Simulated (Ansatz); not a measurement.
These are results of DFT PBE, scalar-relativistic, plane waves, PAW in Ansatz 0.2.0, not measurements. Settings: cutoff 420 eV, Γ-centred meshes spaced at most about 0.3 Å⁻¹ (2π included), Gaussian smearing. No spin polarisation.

All energies are static (0 K, no zero-point motion).

Question: Which of these relaxed structures of PbF2 is the lowest in energy?
1.

```
CELL_PARAMETERS angstrom
3.29066 0.00000 0.00000
0.00000 3.29066 0.00000
0.00000 0.00000 6.49249
ATOMIC_POSITIONS crystal
Pb 0.50000 0.50000 0.00000
F 0.00000 0.00000 0.19204
F 0.00000 0.00000 0.80795
```

2.

```
CELL_PARAMETERS angstrom
7.45400 0.00000 0.00000
-3.72700 6.45536 0.00000
0.00000 0.00000 3.87470
ATOMIC_POSITIONS crystal
Pb 0.40829 0.00000 0.33333
Pb 0.00000 0.40829 0.66667
Pb 0.59171 0.59171 0.00000
F 0.23311 0.43390 0.17690
F 0.56610 0.79922 0.51023
F 0.20078 0.76689 0.84356
F 0.43390 0.23311 0.82310
F 0.79922 0.56610 0.48977
F 0.76689 0.20078 0.15644
```

3.

```
CELL_PARAMETERS angstrom
6.57835 0.00000 0.00000
0.00000 3.95021 0.00000
0.00000 0.00000 7.83071
ATOMIC_POSITIONS crystal
Pb 0.25771 0.25000 0.90356
Pb 0.74229 0.75000 0.09644
Pb 0.75771 0.25000 0.59644
Pb 0.24229 0.75000 0.40356
F 0.48401 0.25000 0.14632
F 0.51599 0.75000 0.85368
F 0.98401 0.25000 0.35368
F 0.01599 0.75000 0.64632
F 0.64142 0.75000 0.42848
F 0.35858 0.25000 0.57152
F 0.14142 0.75000 0.07152
F 0.85858 0.25000 0.92848
```

Answer: 3. The next of these, cell 2, lies 89 meV/atom higher. Forms: cell 3 cotunnite type, Pnma; cell 2 P3_121; cell 1 P4/mmm. Counting F atoms around Pb (those within 1.25 times the shortest such distance or 1.15 times the sum of covalent radii, 1.27 where that leaves under three; the shortest distance is added where it exceeds 1.18 times the sum of covalent radii): cell 3 has Pb 7 from 2.4 Å; cell 2 has Pb 6 from 2.4 Å; cell 1 has Pb 8 from 2.6 Å. Origin: cell 1 and cell 2, invented; cell 3, reached from a cell as deposited in COD, among other starts. The lowest form computed isn't among them: it has the fluorite type, space group Fm-3m (No. 225), 18.0 Å³/atom, is reached from a cell as deposited in COD and lies 22 meV/atom below the best shown.

No dispersion correction is applied, so the spacing and binding between layers, chains or molecules are poorly described (P4/mmm), and this can change margins and order among such cells. Spin–orbit coupling, which can matter for Pb, is left out. Cells relaxed within their symmetry can be saddle points. Some candidate types were left out of the draw beforehand, so a known form may be missing.
